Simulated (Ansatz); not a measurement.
A run of Ansatz 0.2.0 is set up as follows.

File input.yaml:

```yaml
crystal:
  lattice:
    - [11.42, 0.0, 0.0]
    - [0.0, 4.19, 0.0]
    - [0.0, 0.0, 4.46]
  atoms:
    - { symbol: Sn, position: [0.877, 0.75, 0.909] }
    - { symbol: Sn, position: [0.623, 0.25, 0.409] }
    - { symbol: Sn, position: [0.377, 0.75, 0.591] }
    - { symbol: Sn, position: [0.123, 0.25, 0.091] }
    - { symbol: Se, position: [0.643, 0.75, 0.984] }
    - { symbol: Se, position: [0.857, 0.25, 0.484] }
    - { symbol: Se, position: [0.143, 0.75, 0.516] }
    - { symbol: Se, position: [0.357, 0.25, 0.016] }
kpoints:
  mp_grid: { grid: [3, 6, 6] }
  band_path:
    path:
      - [0.0, 0.0, 0.0]
      - [0.0, 0.5, 0.0]
      - [0.0, 0.5, 0.5]
      - [0.0, 0.0, 0.5]
      - [0.0, 0.0, 0.0]
      - [0.5, 0.0, 0.0]
      - [0.5, 0.5, 0.0]
      - [0.5, 0.5, 0.5]
    npoints: 12
scf:
  occupations: { method: fermi_dirac, width: 0.05 }
hamiltonian:
  xc: lda
  pseudopotentials: { kind: all_electron, lapw: { basis_error: 0.002 } }
output:
  forces: true
  stress: true
  eigenvalues: true
```

Potentials or basis: all-electron LAPW, scalar-relativistic.

Launch:

```console
$ ansatz run input.yaml --threads 4 --pin off --max-ram 12288MiB --backend cpu --events-out ev --progress --plain --runs-dir out
```

Problem. Estimate the pressure.

Solution. -2.0 GPa.

Problem. Predict the band gap along the path.

Solution. 0.48 eV, indirect (least direct gap 0.67 eV).

Stress tensor (GPa, compression positive):
```
-0.30  0.00  0.00
 0.00 -2.77  0.00
 0.00  0.00 -2.98
```

Caveat: spin-orbit coupling is left out, which moves the levels of the heavy elements.

**Measured values to compare with.**

“Linear dichroism of the optical properties of SnS and SnSe van der Waals crystals”, 2024, arxiv:2409.17412 reports, for a bulk crystal of SnSe at 20 K: band gap 0.99 eV (indirect).

A measured gap of SnSe is 0.99 eV (indirect; 20 K; “Linear dichroism of the optical properties of SnS and SnSe van der Waals crystals”, 2024, arxiv:2409.17412); the calculated 0.48 eV misses it by -0.51 eV. 2 values of this kind are on record (0.89 to 0.99 eV); this one was drawn at random. Spin-orbit coupling on Se, Sn is left out. The value is that of LDA, without temperature or zero-point motion. Semilocal functionals fall short of measured gaps as a rule.
